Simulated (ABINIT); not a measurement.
A run of ABINIT 10.8.3 (patched build):

File run.abi:

```
# Pseudopotentials
pp_dirpath "./"
pseudos "Mo.GGA_PBE-JTH.xml, S.GGA_PBE-JTH.xml"

# Structure
acell 3*1.0 Angstrom
rprim
     3.1841260822     0.0000000000     0.0000000000
    -1.5920630411     2.7575340760     0.0000000000
     0.0000000000     0.0000000000    17.3345999500
ntypat 2
znucl 42 16
natom 3
typat 1 2 2
xcart
     0.0000000000     0.0000000000     0.0000000000
    -0.0000000003     3.4739894555    29.8260669926
    -0.0000000003     3.4739894555     2.9315793928

# Plane-wave basis
ecut 544.227725 eV
pawecutdg 40.0
pawxcdev 0

# k points
kptopt 1
ngkpt 10 10 2
nshiftk 1
shiftk 0.0 0.0 0.0

# Exchange and correlation
ixc 11

# Bands and occupations
nband 17
occopt 3
tsmear 0.00183747

# SCF cycle
nstep 100
tolvrs 1.0e-9

# Output
iomode 3
prtwf 0
prtden 0
prteig 0
prtebands 0
enunit 2
prtvol 2
```

Potentials or basis: JTH PAW PBE v2.0.

The run is started by

```console
$ abinit run.abi > log 2>&1
```

Hardware: 1 thread of Arm Neoverse V1, on a shared host.

Task: How long does it take, and how much memory?

Result: Wall time 3.1 min on 1 thread of Arm Neoverse V1, with other jobs on the host, peak memory 0.21 GiB. Counts: scf iterations 33, mpi ranks 1, k points 28, bands 17, plane waves 4436.
